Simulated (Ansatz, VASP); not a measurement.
**Two plane-wave programs on Ta**

File INCAR:

```
PREC     = Accurate       # precision mode
ENCUT    = 600            # plane-wave cutoff, eV
EDIFF    = 1E-6           # SCF threshold, eV
ISMEAR   = -1             # smearing method
SIGMA    = 0.1            # smearing width, eV
LREAL    = False          # projectors in reciprocal space
LASPH    = True           # aspherical terms in the spheres
NELM     = 80             # most SCF steps
ALGO     = Normal         # electronic algorithm
ISIF     = 3              # what is computed and relaxed
LWAVE    = False          # write WAVECAR
LCHARG   = False          # write CHGCAR
GGA      = PE             # functional
IBRION   = 2              # ionic algorithm
NSW      = 80             # ionic steps
EDIFFG   = -0.01          # ionic threshold
```

KPOINTS

```
Automatic mesh
0
Gamma
  13 13 13
```

POSCAR

```
Ta
1.0
   -1.6529000000      1.6529000000      1.6529000000
    1.6529000000     -1.6529000000      1.6529000000
    1.6529000000      1.6529000000     -1.6529000000
Ta
1
Direct
    0.0000000000      0.0000000000      0.0000000000
```

Input for Ansatz:

```yaml
crystal:
  lattice:
    - [-1.6529, 1.6529, 1.6529]
    - [1.6529, -1.6529, 1.6529]
    - [1.6529, 1.6529, -1.6529]
  atoms:
    - { symbol: Ta, position: [0.0, 0.0, 0.0] }
hamiltonian:
  xc: pbe
  pseudopotentials:
    kind: paw
    azcp:
      Ta: "pseudopotentials/Ta.paw.azcp"
basis:
  ecutwfc: 420
  fft_grid_basis: typed
kpoints:
  mp_grid: { grid: [13, 13, 13], shift: [0, 0, 0] }
magnetization:
  spin_polarized: false
scf:
  occupations: { method: fermi_dirac, width: 0.1 }
relax:
  max_steps: 60
  f_tol: 0.01
  cell: {}
```

Alike in both runs: task relaxation of cell and atoms; functional PBE; k mesh 13 × 13 × 13; occupations fermi-dirac, width 0.1 eV; no spin polarisation.

|  | VASP | Ansatz |
| --- | --- | --- |
| version | VASP 6.6.1 | Ansatz 0.2.0 |
| potentials or method | VASP PAW PBE potentials, release 64 (Ta_pv) | plane waves (420 eV) with PAW, scalar-relativistic |
| plane-wave cutoff (eV) | 600 | 420 |
| valence electrons in the cell | 11 | 13 |

VASP gave:

* relaxed volume (Å³/atom): 18.33
* relaxed cell length with the largest relative difference (Å): 2.877
* energy change over the relaxation (meV/atom): -2

Question: What did Ansatz give for the same quantities?

Answer: Relaxed volume (Å³/atom): 18.32; relaxed cell length with the largest relative difference (Å): 2.876; energy change over the relaxation (meV/atom): -2.

The two sets of potentials don't hold the same shells in valence.

Spin-orbit coupling is left out, which matters for the levels of Ta. Zero-point motion and thermal expansion aren't in these numbers. PBE usually gives volumes a little too large and moduli too small.
